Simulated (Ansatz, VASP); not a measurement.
This is a calculation of Si for Ansatz 0.2.0.

input.yaml

```yaml
crystal:
  lattice:
    - [-3.3031251995, 3.3031251995, 1.9094833541]
    - [3.3031251995, -3.3031251995, 1.9094833541]
    - [3.3031251995, 3.3031251995, -1.9094833541]
  atoms:
    - { symbol: Si, position: [0.82119894, 0.17880106, 0.0] }
    - { symbol: Si, position: [0.17880106, 0.82119894, 0.0] }
    - { symbol: Si, position: [0.82119894, 0.82119894, 0.64239788] }
    - { symbol: Si, position: [0.17880106, 0.17880106, 0.35760212] }
kpoints:
  mp_grid: { grid: [8, 8, 8] }
scf:
  occupations: { method: fermi_dirac, width: 0.05 }
hamiltonian:
  xc: pbe
  pseudopotentials: { kind: all_electron, lapw: { basis_error: 0.001 } }
output:
  forces: true
  stress: true
  eigenvalues: true
```

Potentials or basis: all-electron LAPW, scalar-relativistic.

Launch:

```bash
$ ansatz run input.yaml --threads 2 --pin off --max-ram 6144MiB --backend cpu --events-out ev --progress --plain --runs-dir out
```

Translate it to VASP 6.6.1. Potentials there: VASP PAW PBE potentials, release 64 (Si).

As run (the cutoff follows the program's own potentials):

File INCAR:

```
PREC = Accurate
ENCUT = 520
EDIFF = 1E-7
ISMEAR = -1
SIGMA = 0.05
LREAL = F
LASPH = T
NELM = 100
ALGO = Normal
ISIF = 2
LWAVE = F
LCHARG = F
GGA = PE
NBANDS = 16
```

The input KPOINTS:

```
Automatic mesh
0
Gamma
  8 8 8
```

POSCAR

```
Si
1.0
   -3.3031251995      3.3031251995      1.9094833541
    3.3031251995     -3.3031251995      1.9094833541
    3.3031251995      3.3031251995     -1.9094833541
Si
4
Direct
    0.8211989400      0.1788010600      0.0000000000
    0.1788010600      0.8211989400      0.0000000000
    0.8211989400      0.8211989400      0.6423978800
    0.1788010600      0.1788010600      0.3576021200
```

Potentials or basis: VASP PAW PBE potentials, release 64 (Si).

Command:

```bash
$ cat potpaw_PBE.64/Si/POTCAR > POTCAR
$ mpirun -np 1 vasp_std > vasp.out
```

Both were run:

|  | VASP | Ansatz | Ansatz less VASP |
| --- | --- | --- | --- |
| gap on the k mesh at the Fermi level (eV) | 0.26 | 0.26 | -0.001 |
| least direct gap on the mesh (eV) | 0.36 | 0.37 | +0.002 |
| pressure (GPa) | 3.1 | 3.2 | +0.05 |
| largest component of the traceless stress (GPa) | 0.05 | 0.06 | +0.016 |
| rms of the force components (eV/Å) | 0.012 | 0.012 | -0.0003 |

Atom by atom the forces differ by 0.000 eV/Å (rms over components). Ansatz ran all-electron here, so the differences hold the error of VASP's frozen core and of both bases.
